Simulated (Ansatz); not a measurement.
**Au (bcc)**

Computed with Ansatz (plane waves, PAW, 420 eV cutoff): PBE with spin–orbit coupling, two-component spinors, Γ-centred 18×18×18 mesh, 0.05 eV Gaussian smearing. The datasets are Ansatz's generated set soft_2.

```cif
data_structure
_symmetry_space_group_name_H-M 'P 1'
_symmetry_Int_Tables_number 1
_cell_length_a 2.8508
_cell_length_b 2.8508
_cell_length_c 2.8508
_cell_angle_alpha 109.471
_cell_angle_beta 109.471
_cell_angle_gamma 109.471
_cell_volume 17.84
loop_
_atom_site_label
_atom_site_type_symbol
_atom_site_fract_x
_atom_site_fract_y
_atom_site_fract_z
_atom_site_occupancy
Au1 Au 0.00000 0.00000 0.00000 1
```

At room temperature and ambient pressure Au is fcc.

At this volume the pressure is -0.08 GPa.

Path: Γ–H–N–Γ–P–H | P–N, with Γ = (0.000, 0.000, 0.000), H = (0.500, -0.500, 0.500), N = (0.000, 0.000, 0.500), P = (0.250, 0.250, 0.250) in reciprocal vectors of the calculation's cell.

Levels between -5 and 3 eV from the Fermi level at the path's named points:
| point | below E_F (eV) | above E_F (eV) |
| --- | --- | --- |
| Γ | -4.12 -4.12 -2.66 -2.66 -2.66 -2.66 |  |
| H | -2.13 -2.13 -2.13 -2.13 -1.08 -1.08 |  |
| N | -3.11 -3.11 -2.70 -2.70 -1.26 -1.26 -0.65 -0.65 |  |
| P | -4.94 -4.94 -2.53 -2.53 -2.53 -2.53 | 2.70 2.70 |

Q: By these bands, is it a metal or an insulator, and if it has a gap, where are the band edges on this path?

A: A metal: bands cross the Fermi level.

With 19 valence electrons in the calculation's cell and no magnetic order, the Kramers pairs of bands, two electrons each, can't all be full or empty: band theory demands a metal.
